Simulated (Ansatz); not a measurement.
BeTe built on the h-MgO prototype (it has left that coordination), relaxed with r2SCAN. The symmetry is P6_3/mmc (No. 194, hexagonal); conventional cell a = 4.031 Å, c = 8.144 Å, 28.65 Å³ an atom. Be is surrounded by 3 Te at 2.33 Å; Te is surrounded by 3 Be at 2.33 Å.

```
Be Te
1.0
     4.03085    0.00000    0.00000
    -2.01543    3.49082    0.00000
     0.00000    0.00000    8.14404
Be Te
2 2
Direct
  0.33333 0.66667 0.25000
  0.66667 0.33333 0.75000
  0.66667 0.33333 0.25000
  0.33333 0.66667 0.75000
```

The questions ask for values computed with the plane-wave code Ansatz on this geometry. Simulation only: non-magnetic, and no claim that this is the phase found in nature.

Q: Is there a gap with PBE, and of what kind?

A: PBE gives an indirect gap of 2.55 eV, from K–Γ (0.30 of the way from K) to L–M (0.40 of the way from L); the least direct gap is 2.77 eV at L–M (0.50 of the way from L).

Q: What does PBE+SOC give for the gap (12×12×4 mesh)?

A: PBE+SOC gives an indirect gap of 2.55 eV, from k = (0.229, 0.234, 0) to L–M (0.40 of the way from L); the least direct gap is 2.75 eV at L–M (0.50 of the way from L). The gap differs by 0.00 eV from PBE's.

Q: Estimate the gap with HSE06 on 6×6×2.

A: The HSE06 gap is indirect, 3.35 eV (k = (0.229, 0.234, 0) to L–M (0.40 of the way from L)), below the direct gap of 3.58 eV at L–M (0.50 of the way from L). The gap differs by +0.80 eV from PBE's.

Q: What does DDH-PBE0 give for the gap (6×6×2 mesh)?

A: The DDH-PBE0 gap is indirect, 3.54 eV (k = (0.229, 0.234, 0) to L–M (0.40 of the way from L)), below the direct gap of 3.77 eV at L–M (0.50 of the way from L). The share of exact exchange is 0.169. The gap differs by +0.99 eV from PBE's.

Q: What does PBE0 give for the gap (6×6×2 mesh)?

A: With PBE0 the valence top lies at k = (0.229, 0.234, 0) and the conduction bottom at L–M (0.40 of the way from L), 4.02 eV higher; the smallest vertical gap, at L–M (0.50 of the way from L), is 4.26 eV. The gap differs by +1.47 eV from PBE's.

Q: Order these levels by the gap that they give, smallest first.
A. LDA
B. r2SCAN
C. HSE06
D. PBE
E. DDH-PBE0
F. PBE0

A: A (2.45 eV), D (2.55 eV), B (3.01 eV), C (3.35 eV), E (3.54 eV), F (4.02 eV).

Q: What does G0W0@PBE with 342 empty bands, a screening cutoff of 120 eV and a 6×6×2 mesh give?

A: 3.61 eV (the shift on the mesh added to PBE's least gap). G0W0 moves the gap on the mesh from 2.73 eV (PBE) to 3.79 eV (k = (1/6, 1/3, 0) to H). Renormalisation factors Z lie between 0.74 and 0.78. G0W0 here is at a finite number of bands, screening cutoff and k mesh, not at the basis limit.

Q: What are ε∞ and the Born charges with r2SCAN?

A: ε∞: 5.97 along x and y, 4.17 along z. Born charges, averaged over directions: Be +1.55, Te -1.55 e.

Q: What do these levels agree on?

A: Set against the finite-basis gap of 3.61 eV from G0W0@PBE (342 empty bands, 120 eV, 6×6×2), PBE's least gap plus the shift on the mesh, where the gap is 3.79 eV, the closest functional is DDH-PBE0, which differs by -0.07 eV, at about 16 times r2SCAN's rough cost; G0W0 itself took about 25 times r2SCAN's rough cost. The others: HSE06 -0.26, PBE0 +0.41, r2SCAN -0.60, PBE -1.06, LDA -1.16 eV. The yardstick's own error is a tenth of an eV or more. r2SCAN covers 58 % of the step from PBE to HSE06, while HSE06 needs about 12 times r2SCAN's rough cost (on a coarser mesh). Spin-orbit coupling moves the least or the direct gap by up to 0.02 eV, so it can be left out where a tenth of an eV counts. All these functionals give a gap of the same kind, indirect.

Only the levels marked +SOC include spin-orbit coupling.

Where an edge lies off the special points, it is a point of the mesh or the k point where a search put PBE's edge or least direct gap, reused for the other functionals, whose own edges may lie a little apart; PBE's own value is read along its path and can be a few hundredths of an eV high.

Coordinates of k points refer to the reciprocal vectors of the primitive cell of the runs.

The meshes of the hybrids are coarse, so their gaps aren't converged to the digits shown.

PBE's least gap lies off this mesh and is smaller, so the gaps on the mesh aren't the band edges.
